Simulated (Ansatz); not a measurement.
# HgTe (Coloradoite) (F-43m) in Ansatz: reference runs, part 2 of 2

Ansatz 0.2.0. The steps go on from the part before.

## Step 4: Single point, PBEsol, 31.22 Å³/atom (volume scaled by 0.94)

input.yaml reads:

```yaml
crystal:
  lattice:
    - [0.0, 3.1488795465, 3.1488795465]
    - [3.1488795465, 0.0, 3.1488795465]
    - [3.1488795465, 3.1488795465, 0.0]
  atoms:
    - { symbol: Hg, position: [0.0, 0.0, 0.0] }
    - { symbol: Te, position: [0.75, 0.75, 0.75] }
hamiltonian:
  xc: pbesol
  pseudopotentials: { kind: paw }
kpoints:
  mp_grid: { grid: [7, 7, 7] }
scf:
  occupations: { method: fermi_dirac, width: 0.05 }
output:
  forces: true
  stress: true
  eigenvalues: true
```

Potentials or basis: Ansatz PAW.

On the command line:

```
> ansatz run input.yaml --threads 2 --pin off --max-ram 5632MiB --backend cpu --events-out ev --progress --plain --runs-dir out
```

Standard output:

```text
Warning: RAYON_NUM_THREADS=2 ignored (pool sized by the plan → 2); use --threads N
Engine: ansatz 0.2.0, x86_64-unknown-linux-gnu
Pseudopotentials: kind: paw
Pseudopotential: Hg, paw, valence charge 20, recommended cutoff 420 eV (normal), Hg.paw.azcp
Pseudopotential: Te, paw, valence charge 16, recommended cutoff 420 eV (normal), Te.paw.azcp
Functional definition: PBEsol
  exchange = pbesol_x
  correlation = pbesol_c
Crystal: 2 atoms, lattice volume = 62.445 Å³
Basis set: ecut = 420 eV, 1243 PW (Γ), exchange–correlation on 60×60×60 points (8 copies of the dense FFT grid, shifted against one another)
Bands: 22, of which v1, the nominal top of the filled ones, is band 18 counted from 1 (17 counted from 0)
Symmetry: 24 space group operations
Space group: F-43m (ITA 216), of the structure as read, at distance tolerance 4.0e-5 Å
k-points: 20 of 343 (time reversal used)
Non-local potential: Hg, projectors of the file, l = 0: 3, l = 1: 2, l = 2: 2, l = 3: 1
Non-local potential: Te, projectors of the file, l = 0: 2, l = 1: 2, l = 2: 2, l = 3: 2
PAW form: soft (Blöchl's): semilocal exchange-correlation on the pseudo side does not see the compensation charge
PAW frozen core: Hg, regenerated for the run's functional, and the local potential with it (the file was generated under x = pbe(κ = 0.804, μ = 0.2195149727645171), c = pbe(β = 0.06672455060314922))
PAW frozen core: Te, regenerated for the run's functional, and the local potential with it (the file was generated under x = pbe(κ = 0.804, μ = 0.2195149727645171), c = pbe(β = 0.06672455060314922))
PAW one-centre angular grid: Hg, 590 points (default); XC on 64 Gauss nodes
PAW one-centre angular grid: Te, 590 points (default); XC on 64 Gauss nodes
Initial density: superposition of atomic densities (neutral atoms: chi_scale 0, normalization atom), corrected by the library's trained network
Initial wavefunctions: pseudopotential atomic-orbital guess
Functional: x = pbesol(κ = 0.804, μ = 0.12345679012345678), c = pbesol(β = 0.046)
SCF iter   1: F=—  HF=-20569.711909 eV  |F-HF|=—  |Δ(HF+E_count)|=         —  Δρ=2.75e-3  dr2=6.87e-3  ethr=1.77e-3  ⟨swp⟩=6.0  Hψ=2097  notcnv=0
preconditioner: auto → none  [insulator: Δε(μ)=0.638 eV  Ē_g=10.925 eV  σ=0.050 eV  W_gap=0.68  n_scr=14 (ndim 8)  ℏωp=19.9 eV  f_vac=0.163  D(μ)=0.08/eV (n_scr^D=0)  ε∞_Penn≈4.3]
SCF iter   2: F=—  HF=-20569.709629 eV  |F-HF|=—  |Δ(HF+E_count)|=   2.28e-3  Δρ=8.67e-4  dr2=2.73e-4  ethr=1.91e-5  ⟨swp⟩=3.0  Hψ=992  notcnv=0
SCF iter   3: F=—  HF=-20569.709796 eV  |F-HF|=—  |Δ(HF+E_count)|=   1.67e-4  Δρ=3.77e-4  dr2=4.99e-5  ethr=7.58e-7  ⟨swp⟩=2.0  Hψ=481  notcnv=0
SCF iter   4: F=—  HF=-20569.709856 eV  |F-HF|=—  |Δ(HF+E_count)|=   5.98e-5  Δρ=5.46e-5  dr2=2.47e-6  ethr=1.39e-7  ⟨swp⟩=2.0  Hψ=621  notcnv=0
SCF iter   5: F=—  HF=-20569.709855 eV  |F-HF|=—  |Δ(HF+E_count)|=   4.75e-7  Δρ=1.76e-5  dr2=1.87e-7  ethr=6.85e-9  ⟨swp⟩=2.3  Hψ=657  notcnv=0
SCF iter   6: F=-20569.709855 eV  HF=-20569.709855 eV  |F-HF|=4.97e-9  |Δ(HF+E_count)|=   9.42e-8  Δρ=3.18e-6  dr2=3.78e-9  ethr=2.78e-10  ⟨swp⟩=6.2  Hψ=1895  notcnv=0
SCF 1 converged in 6 iterations: F = -20569.709855 eV  dr2 = 3.78e-9
SCF converged after 6 iterations
Free energy (F): -20569.709855 eV
Harris-Foulkes:  -20569.709855 eV  (|F-HF|=4.97e-9)
Internal energy: -20569.709225 eV  (E = F + TS)
E sigma→0 (E₀):  -20569.709540 eV
Entropy (-TS):   -0.000630 eV (-0.315 meV/atom)
Fermi energy:    9.951093 eV
--- Per-component energies (eV) ---
  E_band       = -741.171400
  E_kinetic    = 786.825081
  E_local      = -4637.542547  (includes V_loc(G=0)·N_el)
  E_nonlocal   = -231.920900
  E_hartree    = 2265.960966
  E_xc         = -343.312458
  E_vxc        = -367.233841  (∫ρ·V_xc dr)
  E_paw        = -14385.195352  (= ΣΔE_a)
  E_vpaw       = -823.225177  (= ΣTr[D̂ρ^β])
  E_aug_tail   = 0.000700  (compensation charges beyond the density's cutoff)
  E_ewald      = -4025.228181
  E_core_change = 0.703466  (= ΣΔE_core)
  E_smearing   = -0.000630  (= −TS)
  E_closure    = 0.000000  (closes the sum)
  Σ components = -20569.709855   (vs F -20569.709855, Δ=0.00e0)
--- Forces (eV/Å), atoms counted from 1 ---
  atom   1  Hg    -0.00000000     0.00000000     0.00000000
  atom   2  Te     0.00000000    -0.00000000    -0.00000000
  max |Σ_I F_I| component: 9.71e-17 eV/Å
--- Stress (GPa, compression-positive) ---
        5.433006      -0.000000      -0.000000
        0.000000       5.433006       0.000000
       -0.000000       0.000000       5.433006
  P = ⅓ Tr σ = 5.4330 GPa (54.330 kbar)
--- Band table (eV; the first three rows and the last of 20) ---
  k-point 0: bands = ["-105.4025", "-53.8052", "-53.8052", "-53.8052", "-27.0307", "-27.0307", "-27.0307", "-27.0185", "-27.0185", "-2.7156", "2.0746", "2.0746", "2.0746", "2.7101", "2.7101", "9.3027", "9.9135", "9.9135", "9.9135", "13.9598", "13.9598", "13.9598"]
  k-point 1: bands = ["-105.4025", "-53.8053", "-53.8052", "-53.8052", "-27.0309", "-27.0307", "-27.0307", "-27.0184", "-27.0184", "-2.5985", "2.1073", "2.1073", "2.1091", "2.7065", "2.7065", "7.7760", "9.6465", "9.6465", "10.6918", "13.9491", "14.2915", "14.2915"]
  k-point 2: bands = ["-105.4025", "-53.8054", "-53.8053", "-53.8053", "-27.0312", "-27.0306", "-27.0306", "-27.0183", "-27.0183", "-2.3177", "2.1735", "2.1735", "2.3011", "2.7107", "2.7107", "5.8412", "9.1454", "9.1454", "10.7252", "14.7475", "14.7475", "15.1930"]
  k-point 19: bands = ["-105.4025", "-53.8054", "-53.8054", "-53.8053", "-27.0314", "-27.0308", "-27.0301", "-27.0183", "-27.0179", "-1.8165", "2.3064", "2.3892", "2.6225", "2.6862", "3.3609", "3.9751", "6.5833", "7.4075", "12.8045", "14.2403", "15.5315", "16.3615"]
```

Wall time 0.79 s (2 threads of Intel Xeon 6975P-C (Granite Rapids), shared host); peak memory 0.37 GiB.

Results:

```
Free energy            : -20569.7099 eV
Pressure               : 5.4 GPa
Band gap on the k mesh : none (metal or under the smearing width)
```

Caveat: the PAW data sets come from PBE, with cores solved anew for the run's functional, which leaves a small shift of forces and pressure.

## Step 5: Single point, PBEsol, 31.89 Å³/atom (volume scaled by 0.96)

input.yaml: that of step 4 with these lines changed.

```diff
@@ -2,5 +2,5 @@
   lattice:
-    - [0.0, 3.1488795465, 3.1488795465]
-    - [3.1488795465, 0.0, 3.1488795465]
-    - [3.1488795465, 3.1488795465, 0.0]
+    - [0.0, 3.1710554852, 3.1710554852]
+    - [3.1710554852, 0.0, 3.1710554852]
+    - [3.1710554852, 3.1710554852, 0.0]
   atoms:
@@ -19 +19,5 @@
   eigenvalues: true
+  write_density: true
+  write_potential: true
+  elf: true
+  volumetric_format: npy
```

On the command line:

```
> ansatz run input.yaml --threads 2 --pin off --max-ram 5632MiB --backend cpu --events-out ev --progress --plain --runs-dir out
```

It took 1.2 s on 2 threads of Intel Xeon 6975P-C (Granite Rapids), shared host; peak memory 0.37 GiB.

The run converged. Its results:

| Quantity | Value |
| --- | --- |
| Free energy | -20569.7491 eV |
| Pressure | 4.1 GPa |
| Band gap on the k mesh | none (metal or under the smearing width) |

Caveat: the PAW data sets come from PBE, with cores solved anew for the run's functional, which leaves a small shift of forces and pressure.

## Step 6: Single point, PBEsol, 32.55 Å³/atom (volume scaled by 0.98)

input.yaml: that of step 5 with these lines changed.

```diff
@@ -2,5 +2,5 @@
   lattice:
-    - [0.0, 3.1710554852, 3.1710554852]
-    - [3.1710554852, 0.0, 3.1710554852]
-    - [3.1710554852, 3.1710554852, 0.0]
+    - [0.0, 3.1929255244, 3.1929255244]
+    - [3.1929255244, 0.0, 3.1929255244]
+    - [3.1929255244, 3.1929255244, 0.0]
   atoms:
```

Potentials or basis: Ansatz PAW.

On the command line:

```
> ansatz run input.yaml --threads 2 --pin off --max-ram 5632MiB --backend cpu --events-out ev --progress --plain --runs-dir out
```

It took 1.3 s on 2 threads of Intel Xeon 6975P-C (Granite Rapids), shared host; peak memory 0.37 GiB.

The run converged. Its results:

```yaml
Free_energy: -20569.7777 eV
Pressure: 2.8 GPa
Band_gap_on_the_k_mesh: none (metal or under the smearing width)
```

Caveat: the PAW data sets come from PBE, with cores solved anew for the run's functional, which leaves a small shift of forces and pressure.

## Step 7: Single point, PBEsol, 33.22 Å³/atom

input.yaml reads:

```yaml
crystal:
  lattice:
    - [0.0, 3.2145, 3.2145]
    - [3.2145, 0.0, 3.2145]
    - [3.2145, 3.2145, 0.0]
  atoms:
    - { symbol: Hg, position: [0.0, 0.0, 0.0] }
    - { symbol: Te, position: [0.75, 0.75, 0.75] }
hamiltonian:
  xc: pbesol
  pseudopotentials: { kind: paw }
kpoints:
  mp_grid: { grid: [7, 7, 7] }
scf:
  occupations: { method: fermi_dirac, width: 0.05 }
output:
  forces: true
  stress: true
  eigenvalues: true
```

On the command line:

```
> ansatz run input.yaml --threads 2 --pin off --max-ram 5632MiB --backend cpu --events-out ev --progress --plain --runs-dir out
```

Wall time 0.82 s (2 threads of Intel Xeon 6975P-C (Granite Rapids), shared host); peak memory 0.36 GiB.

The run converged. Its results:

```
Free energy            : -20569.7967 eV
Pressure               : 1.8 GPa
Band gap on the k mesh : none (metal or under the smearing width)
```

Caveat: the PAW data sets come from PBE, with cores solved anew for the run's functional, which leaves a small shift of forces and pressure.

## Step 8: Single point, PBEsol, 33.88 Å³/atom (volume scaled by 1.02)

input.yaml: that of step 7 with these lines changed.

```diff
@@ -2,5 +2,5 @@
   lattice:
-    - [0.0, 3.2145, 3.2145]
-    - [3.2145, 0.0, 3.2145]
-    - [3.2145, 3.2145, 0.0]
+    - [0.0, 3.2357886999, 3.2357886999]
+    - [3.2357886999, 0.0, 3.2357886999]
+    - [3.2357886999, 3.2357886999, 0.0]
   atoms:
```

On the command line:

```
> ansatz run input.yaml --threads 2 --pin off --max-ram 5632MiB --backend cpu --events-out ev --progress --plain --runs-dir out
```

It took 0.89 s on 2 threads of Intel Xeon 6975P-C (Granite Rapids), shared host; peak memory 0.37 GiB.

The run converged. Its results:

* Free energy: -20569.8072 eV
* Pressure: 0.8 GPa
* Band gap on the k mesh: none (metal or under the smearing width)

Caveat: the PAW data sets come from PBE, with cores solved anew for the run's functional, which leaves a small shift of forces and pressure.

## Step 9: Single point, PBEsol, 34.54 Å³/atom (volume scaled by 1.04)

input.yaml: that of step 8 with these lines changed.

```diff
@@ -2,5 +2,5 @@
   lattice:
-    - [0.0, 3.2357886999, 3.2357886999]
-    - [3.2357886999, 0.0, 3.2357886999]
-    - [3.2357886999, 3.2357886999, 0.0]
+    - [0.0, 3.2568009036, 3.2568009036]
+    - [3.2568009036, 0.0, 3.2568009036]
+    - [3.2568009036, 3.2568009036, 0.0]
   atoms:
```

Potentials or basis: Ansatz PAW.

On the command line:

```
> ansatz run input.yaml --threads 2 --pin off --max-ram 5632MiB --backend cpu --events-out ev --progress --plain --runs-dir out
```

Wall time 0.87 s (2 threads of Intel Xeon 6975P-C (Granite Rapids), shared host); peak memory 0.37 GiB.

It converged, with:

```
Free energy            : -20569.8103 eV
Pressure               : 0.0 GPa
Band gap on the k mesh : none (metal or under the smearing width)
```

Caveat: the PAW data sets come from PBE, with cores solved anew for the run's functional, which leaves a small shift of forces and pressure.

## Step 10: Single point, PBEsol, 35.21 Å³/atom (volume scaled by 1.06)

input.yaml: that of step 9 with these lines changed.

```diff
@@ -2,5 +2,5 @@
   lattice:
-    - [0.0, 3.2568009036, 3.2568009036]
-    - [3.2568009036, 0.0, 3.2568009036]
-    - [3.2568009036, 3.2568009036, 0.0]
+    - [0.0, 3.2775454177, 3.2775454177]
+    - [3.2775454177, 0.0, 3.2775454177]
+    - [3.2775454177, 3.2775454177, 0.0]
   atoms:
```

On the command line:

```
> ansatz run input.yaml --threads 2 --pin off --max-ram 5632MiB --backend cpu --events-out ev --progress --plain --runs-dir out
```

It took 1.1 s on 2 threads of Intel Xeon 6975P-C (Granite Rapids), shared host; peak memory 0.38 GiB.

Results (log left out):

* Free energy: -20569.8067 eV
* Pressure: -0.8 GPa
* Band gap on the k mesh: none (metal or under the smearing width)

Caveat: the PAW data sets come from PBE, with cores solved anew for the run's functional, which leaves a small shift of forces and pressure.

## Step 11: Equation of state, PBEsol

This step only gathers the single runs of the series.

What came out:

| Quantity | Value |
| --- | --- |
| Equilibrium volume | 34.50 Å³/atom |
| Bulk modulus | 42 GPa |
| Pressure derivative of the bulk modulus | 5.2 |

Energy against volume, from the lowest point:
```tsv
volume (Å³/atom)	energy (meV/atom)
31.223	50.23
31.887	30.60
32.551	16.32
33.215	6.82
33.880	1.54
34.544	0.00
35.208	1.81
```

The run has no spin-orbit coupling, so splittings on Hg, Te are missing.

## Step 12: Overview

```csv
task,cell,gap on the mesh (eV),pressure (GPa)
single point,as given,none,1.8
single point,"atoms moved at random, drawn with an rms of 0.05 Å",none,1.8
equation of state,as given,-,-
```

Alike in all rows: level PBEsol; potentials or basis Ansatz PAW; no spin polarisation; k mesh 7 × 7 × 7; cutoff (eV) 420; smearing fermi-dirac 0.05 eV.

Caveats: the PAW data sets come from PBE, with cores solved anew for the run's functional, which leaves a small shift of forces and pressure (some runs).

Absolute energies hang on the potentials; compare differences alone.

## Step 13: Against experiment

Step 11. A measured bulk modulus of HgTe is 43 GPa (a printed reference work, monograph); the calculated 42 GPa misses it by -2.3 %. The fit is for a static lattice scaled at fixed shape and fixed fractional positions.
